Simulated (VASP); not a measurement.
# Mg (Fm-3m) in VASP: notebook, part 2 of 2

VASP 6.6.1. The steps go on from the part before.

### Step 3. Relaxation of cell and atoms, PBE

The input, INCAR:

```
SYSTEM = Mg
PREC = Accurate
ENCUT = 600
EDIFF = 1E-7
ISMEAR = -1
SIGMA = 0.05
LREAL = .FALSE.
LASPH = .TRUE.
NELM = 100
ALGO = Normal
ISIF = 3
LWAVE = .FALSE.
LCHARG = .FALSE.
GGA = PE
IBRION = 2
NSW = 40
EDIFFG = -0.005
```

The input, KPOINTS:

```
Automatic mesh
0
G
  7 7 7
  0 0 0
```

The input, POSCAR:

```
Mg
1.0
    0.0000000000      3.4835000000      3.4835000000
    3.4835000000      0.0000000000      3.4835000000
    3.4835000000      3.4835000000      0.0000000000
Mg
3
Direct
    0.0000000000      0.0000000000      0.0000000000
    0.2500000000      0.2500000000      0.2500000000
    0.7500000000      0.7500000000      0.7500000000
```

Potentials or basis: VASP PAW PBE potentials, release 64 (Mg).

Run with:

```sh
> cat potpaw_PBE.64/Mg/POTCAR > POTCAR
> mpirun -np 1 vasp_std > vasp.out
```

OUTCAR:

```text
SYSTEM = Mg
   PREC = Accurate
   ENCUT = 600
   EDIFF = 1E-7
   ISMEAR = -1
   LREAL = .FALSE.
   LASPH = .TRUE.
   NELM = 100
   ISIF = 3
   GGA = PE
   IBRION = 2
   NSW = 40
   EDIFFG = -0.005

 ion  position               nearest neighbor table
   1  0.000  0.000  0.000-   3 3.02   2 3.02   3 3.02   2 3.02   3 3.02   3 3.02   2 3.02   2 3.02

   2  0.250  0.250  0.250-   1 3.02   1 3.02   1 3.02   1 3.02   3 3.48   3 3.48   3 3.48   3 3.48
                             3 3.48   3 3.48
   3  0.750  0.750  0.750-   1 3.02   1 3.02   1 3.02   1 3.02   2 3.48   2 3.48   2 3.48   2 3.48
                             2 3.48   2 3.48

  LATTYP: Found a face centered cubic cell.
 ALAT       =     6.9670000000

  Lattice vectors:

 A1 = (   0.0000000000,   3.4835000000,   3.4835000000)
 A2 = (   3.4835000000,   0.0000000000,   3.4835000000)
 A3 = (   3.4835000000,   3.4835000000,   0.0000000000)

Analysis of symmetry for initial positions (statically):
=====================================================================
 Subroutine PRICEL returns:
 Original cell was already a primitive cell.

 Routine SETGRP: Setting up the symmetry group for a
 face centered cubic supercell.

 Subroutine GETGRP returns: Found 48 space group operations
 (whereof 48 operations were pure point group operations)
 out of a pool of 48 trial point group operations.

The static configuration has the point symmetry O_h .

Analysis of symmetry for dynamics (positions and initial velocities):
=====================================================================
 Subroutine PRICEL returns:
 Original cell was already a primitive cell.

 Routine SETGRP: Setting up the symmetry group for a
 face centered cubic supercell.

 Subroutine GETGRP returns: Found 48 space group operations
 (whereof 48 operations were pure point group operations)
 out of a pool of 48 trial point group operations.

The dynamic configuration has the point symmetry O_h .

 Subroutine INISYM returns: Found 48 space group operations
 (whereof 48 operations are pure point group operations),
 and found     1 'primitive' translations

----------------------------------------------------------------------------------------

                                     Primitive cell

  volume of cell :      84.5430

  direct lattice vectors                    reciprocal lattice vectors
     0.000000000  3.483500000  3.483500000    -0.143533802  0.143533802  0.143533802
     3.483500000  0.000000000  3.483500000     0.143533802 -0.143533802  0.143533802
     3.483500000  3.483500000  0.000000000     0.143533802  0.143533802 -0.143533802

  length of vectors
     4.926412945  4.926412945  4.926412945     0.248607838  0.248607838  0.248607838

  position of ions in fractional coordinates (direct lattice)
     0.000000000  0.000000000  0.000000000
     0.250000000  0.250000000  0.250000000
     0.750000000  0.750000000  0.750000000

  ion indices of the primitive-cell ions
   primitive index   ion index
                 1           1
                 2           2
                 3           3

----------------------------------------------------------------------------------------

 KPOINTS: Automatic mesh

Automatic generation of k-mesh.
 Grid dimensions read from file:
 generate k-points for:    7    7    7

 Generating k-lattice:

  Cartesian coordinates                     Fractional coordinates (reciprocal lattice)
    -0.020504829  0.020504829  0.020504829     0.142857143  0.000000000  0.000000000
     0.020504829 -0.020504829  0.020504829     0.000000000  0.142857143  0.000000000
     0.020504829  0.020504829 -0.020504829     0.000000000  0.000000000  0.142857143

  Length of vectors
     0.035515405  0.035515405  0.035515405

  Shift w.r.t. Gamma in fractional coordinates (k-lattice)
     0.000000000  0.000000000  0.000000000

 Subroutine IBZKPT returns following result:
 ===========================================

 Found     20 irreducible k-points:

 Following reciprocal coordinates:
            Coordinates               Weight
  0.000000  0.000000  0.000000      1.000000
  0.142857  0.000000  0.000000      8.000000
  0.285714  0.000000  0.000000      8.000000
  0.428571  0.000000  0.000000      8.000000
  0.142857  0.142857  0.000000      6.000000
  0.285714  0.142857  0.000000     24.000000
[... 12 lines left out ...]
 -0.428571  0.428571  0.142857     24.000000
 -0.285714  0.428571  0.142857     24.000000
   k-points           NKPTS =     20   k-points in BZ     NKDIM =     20   number of bands    NBANDS=      7
   number of dos      NEDOS =    301   number of ions     NIONS =      3
   total plane-waves  NPLWV =  64000
   dimension x,y,z NGX =    40 NGY =   40 NGZ =   40
   dimension x,y,z NGXF=    80 NGYF=   80 NGZF=   80
   ions per type =               3
   NGX,Y,Z   is equivalent  to a cutoff of  13.50, 13.50, 13.50 a.u.
   NGXF,Y,Z  is equivalent  to a cutoff of  27.00, 27.00, 27.00 a.u.
 SYSTEM =  Mg
   PREC   = accura    normal or accurate (medium, high low for compatibility)
   ISTART =      0    job   : 0-new  1-cont  2-samecut
   ICHARG =      2    charge: 1-file 2-atom 10-const
   ISPIN  =      1    spin polarized calculation?
   LNONCOLLINEAR =      F non collinear calculations
   LSORBIT =      F    spin-orbit coupling
   LASPH  =      T    aspherical Exc in radial PAW
   ENCUT  =  600.0 eV  44.10 Ry    6.64 a.u.   9.84  9.84  9.84*2*pi/ulx,y,z
   NELM   =    100;   NELMIN=  2; NELMDL= -5     # of ELM steps
   EDIFF  = 0.1E-06   stopping-criterion for ELM
   LREAL  =      F    real-space projection
   EDIFFG = -.5E-02   stopping-criterion for IOM
   NSW    =     40    number of steps for IOM
   IBRION =      2    ionic relax: 0-MD 1-quasi-New 2-CG
   NFREE  =      1    steps in history (QN), initial steepest desc. (CG)
   ISIF   =      3    stress and relaxation
   ISYM   =      2    0-nonsym 1-usesym 2-fastsym
   POTIM  = 0.5000    time-step for ionic-motion
   TEBEG  =    0.0;   TEEND  =   0.0 temperature during run
   PSTRESS=    0.0 pullay stress
   NELECT =       6.0000    total number of electrons
   NUPDOWN=      -1.0000    fix difference up-down
   EMIN   =  10.00;   EMAX   =-10.00  energy-range for DOS
   EFERMI =   0.00;   METHOD = LEGACY
   ISMEAR =    -1;   SIGMA  =   0.05  broadening in eV -4-tet -1-fermi 0-gaus
   EFERMI_NEDOS =   21; number of points for ismear=-14 and -15
   IALGO  =     38    algorithm
   IMIX   =      4    mixing-type and parameters
     AMIX     =   0.40;   BMIX     =  1.00
     AMIX_MAG =   1.60;   BMIX_MAG =  1.00
  volume/ion in A,a.u.               =      28.18       190.17
  Fermi-wavevector in a.u.,A,eV,Ry     =   0.677797  1.280850  6.250630  0.459408
  Thomas-Fermi vector in A             =   1.755511
   LORBIT       =      0    0 simple, 1 ext, 2 COOP (PROOUT), +10 PAW based schemes
   GGA     = PE    functional components
   LHFCALC =     F    Hartree Fock is set to
   AEXX    =    0.0000 exact exchange contribution
   IVDW    =     0    specifies the selected vdW correction
   LEPSILON=     F    determine dielectric tensor
   LRPA    =     F    only Hartree local field effects (RPA)
 conjugate gradient relaxation of ions
 non-spin polarized calculation
  energy-cutoff  :      600.00
  volume of cell :       84.54
 maximum number of plane-waves:      2838
   NGX = 19   NGY = 19   NGZ = 19

--------------------------------------- Ionic step        1  -------------------------------------------

 number of electron       6.0000000 magnetization

 Free energy of the ion-electron system (eV)
  ---------------------------------------------------
  ext. energy  EPLUGINS =         0.00000000
  ---------------------------------------------------
  free energy    TOTEN  =        -3.63435086 eV

  energy without entropy =       -3.61861074  energy(sigma->0) =       -3.62648080

------------------------ aborting loop because EDIFF is reached ----------------------------------------

  FORCE on cell =-STRESS in cart. coord.  units (eV):
  Direction    XX          YY          ZZ          XY          YZ          ZX
  --------------------------------------------------------------------------------------
  -------------------------------------------------------------------------------------
  Total       -0.0482310     -0.0482310     -0.0482310      0.0000000      0.0000000     -0.0000000
  in kB       -0.9140287     -0.9140287     -0.9140287      0.0000000      0.0000000     -0.0000000
  external PRESSURE =      -0.9140287 kB  Pullay stress =       0.0000000 kB
[... 59 lines left out ...]
  energy  without entropy=       -3.6187157478  energy(sigma->0) =       -3.62657254

--------------------------------------- Ionic step        3  -------------------------------------------

 number of electron       6.0000000 magnetization

 Free energy of the ion-electron system (eV)
  ---------------------------------------------------
  ext. energy  EPLUGINS =         0.00000000
  ---------------------------------------------------
  free energy    TOTEN  =        -3.63444249 eV

  energy without entropy =       -3.61874325  energy(sigma->0) =       -3.62659287

 E-fermi :   1.4046     XC(G=0):  -7.7821

 val. band max:        1.3523791380   @ k =  -0.4286   0.1429   0.0000
 cond. band min:       1.4603682701   @ k =   0.4286   0.2857   0.0000
 fundamental gap:      0.1079891321
 Fermi energy:         1.4046314778

 k-point     1 :       0.0000    0.0000    0.0000
  band No.  band energies     occupation
      1      -4.6063      2.00000
      2       3.6713      0.00000
      3       3.6713      0.00000
      4       3.6713      0.00000
      5       4.0138      0.00000
      6       4.0138      0.00000
      7       4.0138      0.00000
[... 218 lines left out ...]
  FREE ENERGIE OF THE ION-ELECTRON SYSTEM (eV)
  ---------------------------------------------------
  free  energy   TOTEN  =        -3.6344424869 eV

  energy  without entropy=       -3.6187432482  energy(sigma->0) =       -3.62659287

 reached required accuracy - stopping structural energy minimisation
```

It took 15 s on 1 thread of Intel Xeon 6975P-C (Granite Rapids), shared host; peak memory 0.24 GiB.

Results:

| Property | Result |
| --- | --- |
| Free energy | -3.6344 eV |
| Relaxed volume | 28.08 Å³/atom |
| Relaxed cell | a = 4.921 Å, b = 4.921 Å, c = 4.921 Å, α = 60.00°, β = 60.00°, γ = 60.00° |
| Space group after relaxing (to 0.05 Å) | Fm-3m (No. 225) |
| Energy gained by relaxing | 0.0 meV/atom |
| Ionic steps | 3 |
| Pressure after relaxing | 0.0 GPa |
| Band gap on the k mesh | none (metal or under the smearing width) |

Final structure:
```
CELL_PARAMETERS angstrom
0.00000 3.47933 3.47933
3.47933 0.00000 3.47933
3.47933 3.47933 0.00000
ATOMIC_POSITIONS crystal
Mg 0.00000 0.00000 0.00000
Mg 0.25000 0.25000 0.25000
Mg 0.75000 0.75000 0.75000
```

### Step 4. Relaxation of cell and atoms, PBEsol

Changes to INCAR since step 3:

```diff
@@ -13,3 +13,3 @@
 LCHARG = .FALSE.
-GGA = PE
+GGA = PS
 IBRION = 2
```

KPOINTS is that of step 3.

POSCAR is that of step 3.

Run with:

```sh
> cat potpaw_PBE.64/Mg/POTCAR > POTCAR
> mpirun -np 1 vasp_std > vasp.out
```

It took 15 s on 1 thread of Intel Xeon 6975P-C (Granite Rapids), shared host; peak memory 0.24 GiB.

It converged, with:

```
Free energy                            : -4.2268 eV
Relaxed volume                         : 27.51 Å³/atom
Relaxed cell                           : a = 4.887 Å, b = 4.887 Å, c = 4.887 Å, α = 60.00°, β = 60.00°, γ = 60.00°
Space group after relaxing (to 0.05 Å) : Fm-3m (No. 225)
Energy gained by relaxing              : 1.3 meV/atom
Ionic steps                            : 3
Pressure after relaxing                : 0.0 GPa
Band gap on the k mesh                 : none (metal or under the smearing width)
```

Step by step:
```csv
step,energy change (eV),largest force (eV/Å),pressure (GPa),volume (Å³)
1,0.0000,0.0000,-0.61,84.54
2,-0.0034,0.0000,-0.23,83.24
3,-0.0040,0.0000,-0.01,82.53
```

Final structure:
```
CELL_PARAMETERS angstrom
0.00000 3.45568 3.45568
3.45568 0.00000 3.45568
3.45568 3.45568 0.00000
ATOMIC_POSITIONS crystal
Mg 0.00000 0.00000 0.00000
Mg 0.25000 0.25000 0.25000
Mg 0.75000 0.75000 0.75000
```

Levels at points of the mesh, in eV from the Fermi level:
| k point | band 1 | band 2 | band 3 | band 4 | band 5 | band 6 | band 7 |
| --- | --- | --- | --- | --- | --- | --- | --- |
| (0.00, 0.00, 0.00) | -6.09 | 2.29 | 2.29 | 2.29 | 2.63 | 2.63 | 2.63 |

Caveat: the PAW data sets were made with another functional, which shifts forces and pressure a little.

### Step 5. Relaxation of cell and atoms, RPBE

Changes to INCAR since step 4:

```diff
@@ -13,3 +13,3 @@
 LCHARG = .FALSE.
-GGA = PS
+GGA = RP
 IBRION = 2
```

KPOINTS is that of step 4.

POSCAR is that of step 4.

Potentials or basis: VASP PAW PBE potentials, release 64 (Mg).

Run with:

```sh
> cat potpaw_PBE.64/Mg/POTCAR > POTCAR
> mpirun -np 1 vasp_std > vasp.out
```

OUTCAR:

```text
SYSTEM = Mg
   PREC = Accurate
   ENCUT = 600
   EDIFF = 1E-7
   ISMEAR = -1
   LREAL = .FALSE.
   LASPH = .TRUE.
   NELM = 100
   ISIF = 3
   GGA = RP
   IBRION = 2
   NSW = 40
   EDIFFG = -0.005

 ion  position               nearest neighbor table
   1  0.000  0.000  0.000-   3 3.02   2 3.02   3 3.02   2 3.02   3 3.02   3 3.02   2 3.02   2 3.02

   2  0.250  0.250  0.250-   1 3.02   1 3.02   1 3.02   1 3.02   3 3.48   3 3.48   3 3.48   3 3.48
                             3 3.48   3 3.48
   3  0.750  0.750  0.750-   1 3.02   1 3.02   1 3.02   1 3.02   2 3.48   2 3.48   2 3.48   2 3.48
                             2 3.48   2 3.48

  LATTYP: Found a face centered cubic cell.
 ALAT       =     6.9670000000

  Lattice vectors:

 A1 = (   0.0000000000,   3.4835000000,   3.4835000000)
[... 182 lines left out ...]
  -------------------------------------------------------------------------------------
  Total        0.3694523      0.3694523      0.3694523     -0.0000000      0.0000000      0.0000000
  in kB        7.0015077      7.0015077      7.0015077     -0.0000000      0.0000000      0.0000000
  external PRESSURE =       7.0015077 kB  Pullay stress =       0.0000000 kB
[... 61 lines left out ...]
--------------------------------------- Ionic step        3  -------------------------------------------

 number of electron       6.0000000 magnetization

 Free energy of the ion-electron system (eV)
  ---------------------------------------------------
  ext. energy  EPLUGINS =         0.00000000
  ---------------------------------------------------
  free energy    TOTEN  =        -3.15079212 eV

  energy without entropy =       -3.13453797  energy(sigma->0) =       -3.14266505

 E-fermi :   1.3612     XC(G=0):  -7.6016

 val. band max:        1.3086138355   @ k =  -0.4286   0.1429   0.0000
 cond. band min:       1.4135809806   @ k =   0.4286   0.2857   0.0000
 fundamental gap:      0.1049671451
 Fermi energy:         1.3611611102

 k-point     1 :       0.0000    0.0000    0.0000
  band No.  band energies     occupation
      1      -4.5261      2.00000
      2       3.5855      0.00000
      3       3.5855      0.00000
      4       3.5855      0.00000
      5       3.9231      0.00000
      6       3.9231      0.00000
      7       3.9231      0.00000
[... 218 lines left out ...]
  FREE ENERGIE OF THE ION-ELECTRON SYSTEM (eV)
  ---------------------------------------------------
  free  energy   TOTEN  =        -3.1507921248 eV

  energy  without entropy=       -3.1345379741  energy(sigma->0) =       -3.14266505

 reached required accuracy - stopping structural energy minimisation
```

OSZICAR:

```text
N       E                     dE             d eps       ncg     rms          rms(c)
DAV:   1     0.474256523483E+01    0.47426E+01   -0.21079E+03   280   0.673E+02
DAV:   2    -0.305985197276E+01   -0.78024E+01   -0.73746E+01   343   0.463E+01
DAV:   3    -0.314658692736E+01   -0.86735E-01   -0.85307E-01   462   0.587E+00
[... 19 lines left out ...]
DAV:   2    -0.315082105901E+01    0.28710E-04   -0.66690E-05   350   0.596E-02    0.197E-02
DAV:   3    -0.315079158247E+01    0.29477E-04   -0.31591E-05   301   0.308E-02    0.179E-03
DAV:   4    -0.315079199943E+01   -0.41695E-06   -0.85069E-07   308   0.614E-03    0.889E-04
DAV:   5    -0.315079212650E+01   -0.12707E-06   -0.26762E-07   294   0.308E-03    0.201E-04
DAV:   6    -0.315079212484E+01    0.16541E-08   -0.13213E-08   161   0.701E-04
   3 F= -.31507921E+01 E0= -.31426650E+01  d E =-.509951E-02
```

CONTCAR:

```text
Mg
   1.00000000000000
     0.0000000000000000    3.5168764671530792    3.5168764671530792
     3.5168764671530792    0.0000000000000000    3.5168764671530792
     3.5168764671530792    3.5168764671530792   -0.0000000000000000
  Mg
     3
Direct
     0.0000000000000000    0.0000000000000000    0.0000000000000000
     0.2500000000000000    0.2500000000000000    0.2500000000000000
     0.7500000000000000    0.7500000000000000    0.7500000000000000

  0.00000000E+00  0.00000000E+00  0.00000000E+00
  0.00000000E+00  0.00000000E+00  0.00000000E+00
  0.00000000E+00  0.00000000E+00  0.00000000E+00
```

Run time: 17 s. Hardware: 1 thread of Intel Xeon 6975P-C (Granite Rapids), shared host; peak memory 0.23 GiB.

What came out:

```yaml
Free_energy: -3.1508 eV
Relaxed_volume: 29.00 Å³/atom
Relaxed_cell: a = 4.974 Å, b = 4.974 Å, c = 4.974 Å, α = 60.00°, β = 60.00°, γ = 60.00°
Space_group_after_relaxing_to_0.05_Å: Fm-3m (No. 225)
Energy_gained_by_relaxing: 1.7 meV/atom
Ionic_steps: 3
Pressure_after_relaxing: 0.0 GPa
Band_gap_on_the_k_mesh: none (metal or under the smearing width)
```

Step by step:
| step | energy change (eV) | largest force (eV/Å) | pressure (GPa) | volume (Å³) |
| --- | --- | --- | --- | --- |
| 1 | 0.0000 | 0.0000 | 0.70 | 84.54 |
| 2 | -0.0044 | 0.0000 | 0.25 | 86.06 |
| 3 | -0.0051 | 0.0000 | -0.01 | 87.00 |

Final structure:
```cif
data_structure
_symmetry_space_group_name_H-M 'P 1'
_symmetry_Int_Tables_number 1
_cell_length_a 4.9736
_cell_length_b 4.9736
_cell_length_c 4.9736
_cell_angle_alpha 60.000
_cell_angle_beta 60.000
_cell_angle_gamma 60.000
_cell_volume 87.00
loop_
_atom_site_label
_atom_site_type_symbol
_atom_site_fract_x
_atom_site_fract_y
_atom_site_fract_z
_atom_site_occupancy
Mg1 Mg 0.00000 0.00000 0.00000 1
Mg2 Mg 0.25000 0.25000 0.25000 1
Mg3 Mg 0.75000 0.75000 0.75000 1
```

Caveat: the PAW data sets were made with another functional, which shifts forces and pressure a little.

### Step 6. Relaxation of cell and atoms, revPBE

Changes to INCAR since step 5:

```diff
@@ -13,3 +13,3 @@
 LCHARG = .FALSE.
-GGA = RP
+GGA = RE
 IBRION = 2
```

KPOINTS is that of step 5.

POSCAR is that of step 5.

Potentials or basis: VASP PAW PBE potentials, release 64 (Mg).

Run with:

```sh
> cat potpaw_PBE.64/Mg/POTCAR > POTCAR
> mpirun -np 1 vasp_std > vasp.out
```

It took 16 s on 1 thread of Intel Xeon 6975P-C (Granite Rapids), shared host; peak memory 0.23 GiB.

It converged, with:

- Free energy: -3.2055 eV
- Relaxed volume: 28.82 Å³/atom
- Relaxed cell: a = 4.963 Å, b = 4.963 Å, c = 4.963 Å, α = 60.00°, β = 60.00°, γ = 60.00°
- Space group after relaxing (to 0.05 Å): Fm-3m (No. 225)
- Energy gained by relaxing: 1.0 meV/atom
- Ionic steps: 3
- Pressure after relaxing: 0.0 GPa
- Band gap on the k mesh: none (metal or under the smearing width)

Step by step:
| step | energy change (eV) | largest force (eV/Å) | pressure (GPa) | volume (Å³) |
| --- | --- | --- | --- | --- |
| 1 | 0.0000 | 0.0000 | 0.55 | 84.54 |
| 2 | -0.0027 | 0.0000 | 0.19 | 85.72 |
| 3 | -0.0031 | 0.0000 | -0.01 | 86.45 |

Final structure:
```yaml
crystal:
  lattice:
    - [0.00000, 3.50956, 3.50956]
    - [3.50956, 0.00000, 3.50956]
    - [3.50956, 3.50956, 0.00000]
  atoms:
    - { symbol: Mg, position: [0.00000, 0.00000, 0.00000] }
    - { symbol: Mg, position: [0.25000, 0.25000, 0.25000] }
    - { symbol: Mg, position: [0.75000, 0.75000, 0.75000] }
```

Levels at points of the mesh, in eV from the Fermi level:
```csv
k point,band 1,band 2,band 3,band 4,band 5,band 6,band 7
"(0.00, 0.00, 0.00)",-5.91,2.23,2.23,2.23,2.57,2.57,2.57
```

Caveat: the PAW data sets were made with another functional, which shifts forces and pressure a little.

### Step 7. Overview

| level | potentials or basis | gap on the mesh (eV) | pressure (GPa) | relaxed volume (Å³/atom) |
| --- | --- | --- | --- | --- |
| LDA | VASP PAW LDA potentials, release 64 (Mg) | none | 0.0 | 26.26 |
| PBE | VASP PAW PBE potentials, release 64 (Mg) | none | 0.0 | 28.08 |
| PBEsol | VASP PAW PBE potentials, release 64 (Mg) | none | 0.0 | 27.51 |
| RPBE | VASP PAW PBE potentials, release 64 (Mg) | none | 0.0 | 29.00 |
| revPBE | VASP PAW PBE potentials, release 64 (Mg) | none | 0.0 | 28.82 |

Alike in all rows: task relaxation of cell and atoms; no spin polarisation; cell relaxed; k mesh 7 × 7 × 7; cutoff (eV) 600; smearing fermi-dirac 0.05 eV.

Caveats: the PAW data sets were made with another functional, which shifts forces and pressure a little (some runs).

Absolute energies hang on the potentials; compare differences alone.
